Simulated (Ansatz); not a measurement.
# Al: straining the crystal, a shear that moves c along a

One table from this session's results is given with a row withheld; the runs are named, their logs left out.

Method: DFT PBEsol+D3(BJ), scalar-relativistic, plane waves, PAW, in Ansatz 0.2.0.

2 further runs of the same task are left out: 2 set aside as unsound or not needed.

## The starting structure

Symmetry: P6_3/mmc, No. 194, hexagonal system. Conventional cell: a = 2.790 Å, b = 2.790 Å, c = 4.648 Å, α = 90.00°, β = 90.00°, γ = 120.00°. Al (site symmetry -6m2) is surrounded by 12 Al at 2.79 to 2.83 Å.

Structure file:

```cif
data_structure
_symmetry_space_group_name_H-M 'P6_3/mmc'
_symmetry_Int_Tables_number 194
_cell_length_a 2.7903
_cell_length_b 2.7903
_cell_length_c 4.6479
_cell_angle_alpha 90.000
_cell_angle_beta 90.000
_cell_angle_gamma 120.000
_cell_volume 31.34
loop_
_atom_site_label
_atom_site_type_symbol
_atom_site_symmetry_multiplicity
_atom_site_Wyckoff_symbol
_atom_site_fract_x
_atom_site_fract_y
_atom_site_fract_z
_atom_site_occupancy
Al1 Al 2 c 0.66667 0.33333 0.75000 1
```

It goes back to an entry of the Materials Project, which need not be the stable form.

It is the result of an earlier relaxation at this level (volume 15.67 Å³/atom; gap on the mesh: none (metal)).

The unstrained cell comes from an earlier run at this level (2 atoms, E(σ→0) -1049.6899 eV, gap none (metal)).

Set-up of the first run:

The input, input.yaml:

```yaml
crystal:
  lattice:
    - [2.7902592122, 0.0, 0.0]
    - [-1.3951296061, 2.4164353609, 0.0]
    - [0.0464791758, 0.0, 4.6479175776]
  atoms:
    - { symbol: Al, position: [0.6666666667, 0.3333333333, 0.75] }
    - { symbol: Al, position: [0.3333333333, 0.6666666667, 0.25] }
basis:
  ecutwfc: 420
kpoints:
  mp_grid: { grid: [24, 24, 12] }
hamiltonian:
  xc: pbesol
  dispersion: d3bj
scf:
  occupations: { method: gaussian, width: 0.1 }
output:
  forces: true
  stress: true
  eigenvalues: true
relax:
  adjacent_minimum: "off"
  f_tol: 0.008
  max_steps: 40
```

Run with:

```
> ansatz run input.yaml --threads 1 --pin off --max-ram 2560MiB --backend cpu --events-out ev --progress --plain --runs-dir out
```

Steps of the session up to this table: At +1.0 %; The cell strained by +2.0 %; At +3.0 %; Strain +4.0 %; The cell strained by +6.0 %.

One table of the session follows, with a row left open; its other results are not shown here.

Lengths are those of the vectors of the cell that was run; stresses in GPa:

```
strain (%)  ΔE (meV/atom)
      +0.0            0.0
      +1.0            0.2
      +2.0            0.9
      +3.0              ?
      +4.0            2.5
      +6.0            4.1
```

Estimate the missing values for strain (%) = +3.0.

Worked estimate for «ΔE (meV/atom)». A straight line through the neighbours (2.0, 0.9) and (4.0, 2.5) gives 0.9 + (2.5 − 0.9) × (3.0 − 2.0) / (4.0 − 2.0) = 1.7; a parabola fitted to 4 rows on both sides gives 1.7.

As computed: ΔE (meV/atom): 1.7. In «ΔE (meV/atom)» the line misses by 0.0 and the parabola by 0.0.

ΔE is over the unstrained cell. Stress in GPa, positive in compression, on the Cartesian axes of the input. 

Caveats from the session: Warnings in the runs' records: stress scf threshold loose.
